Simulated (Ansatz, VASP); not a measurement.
# ZrC: VASP beside Ansatz

Contents of INCAR:

```
SYSTEM = ZrC
PREC = Accurate
ENCUT = 520
EDIFF = 1E-6
ISMEAR = 0
SIGMA = 0.1
LREAL = .FALSE.
LASPH = .TRUE.
NELM = 100
ALGO = Normal
ISIF = 2
LWAVE = .FALSE.
LCHARG = .TRUE.
GGA = PE
LELF = .TRUE.
LVHAR = .TRUE.
NBANDS = 15
```

Contents of KPOINTS:

```
Automatic mesh
0
G
  20 20 20
  0 0 0
```

Contents of POSCAR:

```
ZrC
1.0
    0.0000000000      2.3543844924      2.3543844924
    2.3543844924      0.0000000000      2.3543844924
    2.3543844924      2.3543844924      0.0000000000
Zr C
1 1
Direct
    0.5000000000      0.5000000000      0.5000000000
    0.0000000000      0.0000000000      0.0000000000
```

Input for Ansatz:

```yaml
crystal:
  lattice:
    - [0.0, 2.3543844924, 2.3543844924]
    - [2.3543844924, 0.0, 2.3543844924]
    - [2.3543844924, 2.3543844924, 0.0]
  atoms:
    - { symbol: Zr, position: [0.5, 0.5, 0.5] }
    - { symbol: C, position: [0.0, 0.0, 0.0] }
basis:
  ecutwfc: 420
kpoints:
  mp_grid: { grid: [20, 20, 20] }
  band_path:
    path:
      - [[0.0, 0.0, 0.0], [0.5, 0.0, 0.5], [0.625, 0.25, 0.625]]
      - [[0.375, 0.375, 0.75], [0.0, 0.0, 0.0], [0.5, 0.5, 0.5], [0.5, 0.25, 0.75], [0.5, 0.0, 0.5]]
    npoints: 14
hamiltonian:
  xc: pbe
scf:
  occupations: { method: gaussian, width: 0.1 }
  n_extra_bands: 6
output:
  forces: true
  stress: true
  eigenvalues: true
  populations: true
  dos: { projected: true, de: 0.02, nscf_kmesh: { grid: [24, 24, 24] } }
  bader: true
  write_density: true
  write_potential: true
  elf: true
  volumetric_format: npy
```

Alike in both runs: task single point; functional PBE; k mesh 20 × 20 × 20; occupations gaussian, width 0.1 eV; no spin polarisation.

```csv
,VASP,Ansatz
version,VASP 6.6.1,Ansatz 0.2.0
potentials or method,"VASP PAW PBE potentials, release 64 (Zr_sv, C)","scalar-relativistic, plane waves, PAW"
plane-wave cutoff (eV),520,420
valence electrons in the cell,16,16
```

|  | VASP | Ansatz | Ansatz less VASP |
| --- | --- | --- | --- |
| gap on the k mesh at the Fermi level (eV) | none | none | - |
| pressure (GPa) | 0.2 | 0.0 | -0.25 |

A gap of «none» marks a metal or a gap that the smearing closes.
